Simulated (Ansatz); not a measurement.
# ZnO: the cost of one run

Method: DFT r2SCAN, scalar-relativistic, plane waves, PAW, in Ansatz 0.2.0.

**1. The structure to begin with**

Symmetry: P6_3mc, No. 186, hexagonal system. Conventional cell: a = 3.249 Å, b = 3.249 Å, c = 5.204 Å, α = 90.00°, β = 90.00°, γ = 120.00°. Zn (site symmetry 3m) is surrounded by 4 O at 1.97 to 1.99 Å. O (site symmetry 3m) has 4 Zn at 1.97 to 1.99 Å as nearest neighbours.

Structure file:

```xyz
4
Lattice="3.2494 0.0000 0.0000 -1.6247 2.8141 0.0000 0.0000 0.0000 5.2038" Properties=species:S:1:pos:R:3 pbc="T T T"
Zn    0.0000    1.8760    0.0000
Zn    1.6247    0.9380    2.6019
O     0.0000    1.8760    1.9884
O     1.6247    0.9380    4.5903
```

**2. Single point: ZnO, no spin**

Contents of input.yaml:

```yaml
crystal:
  lattice:
    - [3.2494, 0.0, 0.0]
    - [-1.6247, 2.8140629471, 0.0]
    - [0.0, 0.0, 5.2038]
  atoms:
    - { symbol: Zn, position: [0.3333333333, 0.6666666667, 0.0] }
    - { symbol: Zn, position: [0.6666666667, 0.3333333333, 0.5] }
    - { symbol: O, position: [0.3333333333, 0.6666666667, 0.3821] }
    - { symbol: O, position: [0.6666666667, 0.3333333333, 0.8821] }
scf:
  occupations: { method: fixed }
output:
  eigenstates:
    kpoints:
      - [0, 0, 0]
      - [0.01, 0, 0]
      - [0.02, 0, 0]
      - [0.03, 0, 0]
      - [0.04, 0, 0]
      - [0.05, 0, 0]
      - [0.06, 0, 0]
      - [0.07, 0, 0]
      - [0.08, 0, 0]
      - [0.09, 0, 0]
      - [0.1, 0, 0]
      - [0.12, 0, 0]
      - [0.14, 0, 0]
      - [0.16, 0, 0]
      - [0.2, 0, 0]
      - [0.006667, 0.006667, 0]
      - [0.013333, 0.013333, 0]
      - [0.02, 0.02, 0]
      - [0.026667, 0.026667, 0]
      - [0.033333, 0.033333, 0]
      - [0.04, 0.04, 0]
      - [0.046667, 0.046667, 0]
      - [0.053333, 0.053333, 0]
      - [0.06, 0.06, 0]
      - [0.066667, 0.066667, 0]
      - [0.08, 0.08, 0]
      - [0.093333, 0.093333, 0]
      - [0.106667, 0.106667, 0]
      - [0.133333, 0.133333, 0]
      - [0, 0, 0.01]
      - [0, 0, 0.02]
      - [0, 0, 0.03]
      - [0, 0, 0.04]
      - [0, 0, 0.05]
      - [0, 0, 0.06]
      - [0, 0, 0.07]
      - [0, 0, 0.08]
      - [0, 0, 0.09]
      - [0, 0, 0.1]
      - [0, 0, 0.12]
      - [0, 0, 0.14]
      - [0, 0, 0.16]
      - [0, 0, 0.2]
    top_band: c2
hamiltonian:
  xc: r2scan
  pseudopotentials: { kind: paw, azcp: { folder: soft_1 } }
kpoints:
  mp_grid: { grid: [9, 9, 6] }
```

The run is started by

```console
$ ansatz run input.yaml --threads 4 --pin off --max-ram 8192MiB --backend cpu --events-out ev --progress --plain --runs-dir out
```

What time and memory should one allow on 4 threads of AMD EPYC 7R43 (Zen 3), shared host?

About 4.8 s, with a peak of 0.51 GiB.
